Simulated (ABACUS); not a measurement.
Runs of ABACUS 3.10.1 on PtS2. Symmetry: P-3m1, No. 164, trigonal system. Conventional cell: a = 3.543 Å, b = 3.543 Å, c = 5.039 Å, α = 90.00°, β = 90.00°, γ = 120.00°. Pt (site symmetry -3m) has 6 S at 2.34 Å as nearest neighbours. Around S (site symmetry 3m) lie 3 Pt at 2.34 Å. 

```tsv
task	level	potentials or basis	cell	k mesh	cutoff (eV)	SCF threshold on the density	eigensolver	symmetry key	threshold of the eigensolver	path	gap on the mesh (eV)	pressure (GPa)	largest force (eV/Å)
single point	PBEsol	PseudoDojo NC SR 0.4.1 PBEsol standard, plane waves	as given	9 × 9 × 5	1143	1e-08	dav	1	-	-	(b)	6.2	(a)
single point	PBEsol	PseudoDojo NC SR 0.5 PBE stringent, plane waves	as given	7 × 7 × 4	1143	1e-08	dav	1	-	-	0.76	6.6	0.97
single point	r2SCAN	SG15 ONCV 1.2 PBE, DZP LCAO (the cutoffs set its grid)	as given	7 × 7 × 4	1361	1e-07	genelpa	1	-	-	1.03	12.4	1.66
single point	PBEsol	PseudoDojo NC SR 0.4.1 PBEsol standard, plane waves	atoms moved at random, drawn with an rms of 0.05 Å	9 × 9 × 5	1143	1e-08	dav	1	-	-	0.82	4.4	1.09
```

Alike in all rows: no spin polarisation; smearing fermi-dirac 0.05 eV.

Problem. Fill in the values left out.

Solution. (a) 0.94; (b) 0.95.

Caveats: spin-orbit coupling is left out, which moves the levels of the heavy elements; an odd mesh through Γ misses points on the zone boundary, where band edges often lie; the potentials were made for another functional, which shifts forces and pressure (some runs); the atomic orbitals were generated for these runs and aren't a published set (some runs); the basis of atomic orbitals isn't converged, which shifts pressures, moduli and gaps (some runs).

A k mesh can miss the band edges, and the runs leave out spin-orbit coupling on Pt.
